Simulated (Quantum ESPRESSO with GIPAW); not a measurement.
# Strain and the 13C shielding in SiC (Moissanite)

GIPAW runs (PBEsol, plane-wave PAW from pslibrary 1.0.0 recipes, cutoffs 55 and 330 Ry, one 10×10×6 mesh for all shielding runs; Quantum ESPRESSO with GIPAW, a patched development version; no spin-orbit coupling, no macroscopic shape term) on SiC (Moissanite), space group P6_3mc before straining. The cell below is strained in the basal plane, with the c axis held, and the atoms are relaxed in pw.x at each strain, zero included.

```
CELL_PARAMETERS angstrom
3.07600 0.00000 0.00000
-1.53800 2.66389 0.00000
0.00000 0.00000 5.04800
ATOMIC_POSITIONS crystal
Si 0.66667 0.33333 0.50459
Si 0.33333 0.66667 0.00459
C 0.66667 0.33333 0.88041
C 0.33333 0.66667 0.38041
```

The cell is an entry of the Crystallography Open Database; it need not be the form that is stable at ambient conditions.

The bonds are those of C (atom 3; CSi4). One row is withheld.

| strain (%) | mean bond (Å) | σ_iso Si (ppm) | σ_iso C (ppm) | span C (ppm) |
| --- | --- | --- | --- | --- |
| -2 | 1.8618 | 354.47 | 147.36 | 16.7 |
| -1.5 | 1.8680 | 353.94 | 146.63 | 14.8 |
| -1 | 1.8742 | 353.39 | 145.81 | 12.9 |
| 0 | 1.8868 | 352.20 | 143.87 | 9.4 |
| +0.5 | 1.8931 | ? | ? | ? |
| +1 | 1.8994 | 350.86 | 141.52 | 6.1 |
| +2 | 1.9120 | 349.35 | 138.78 | 3.0 |

**Task.** Fit σ_iso of C against strain, judge whether a straight line is enough, and predict the withheld row at +0.5 %.

1. With n = 6: Σx = -1.500, Σy = 863.97, Σx² = 12.2500, Σxy = -241.395.

2. Slope b = (nΣxy − ΣxΣy)/(nΣx² − (Σx)²) = -2.14 ppm per %, intercept a = (Σy − bΣx)/n = 143.46 ppm.

3. Residuals (run less line), in the order of the table: -0.38, -0.04, +0.21, +0.41, +0.20, -0.40 ppm. They bend in one sense; the largest is 4.8 % of the range of σ, so a quadratic term is needed: σ = 143.87 − 2.144 x − 0.199 x², with residuals of 0.01 ppm or less.

4. At +0.5 % (inside the fitted range) the line gives 142.39 ppm and the parabola 142.74 ppm.

5. The run gives:

| strain (%) | mean bond (Å) | σ_iso Si (ppm) | σ_iso C (ppm) | span C (ppm) |
| --- | --- | --- | --- | --- |
| +0.5 | 1.8931 | 351.50 | 142.73 | 7.7 |

Prediction less run: the line misses by -0.34 ppm, the parabola by +0.01 ppm. By the parabola, a strain of +1 % changes σ of C by -2.34 ppm and one of −1 % by +1.95 ppm; the mean slope is -2.14 ppm per %, or 1.7 ppm for 0.01 Å of mean bond length. The shift moves the opposite way, scaled by the slope of a reference line. Over the table σ of Si goes from 354.47 to 349.35 ppm. Zero strain is the database's lattice with relaxed atoms, not this functional's rest cell, and neither cutoff nor mesh was tested for the slopes. The omitted shape term, common to all sites, changes with strain too. This build of gipaw.x prints that it is not audited and that its numbers are no references by themselves. The relaxations ran on cheaper settings and stop at small residual forces, which adds noise that small residuals can't be told from.

[Banner, clock, file and message-heading lines were taken out of the pw.x and gipaw.x logs.]

[Logs are printed without paths, hosts, clocks, repeated set-up lines and the standing remarks that a program may print on its own settings, such as how far it seeks lower states.]

[Hosts, paths, dates, database ids (printed as entryN), source tags and the programs' standing remarks are cut or masked in the printed files.]
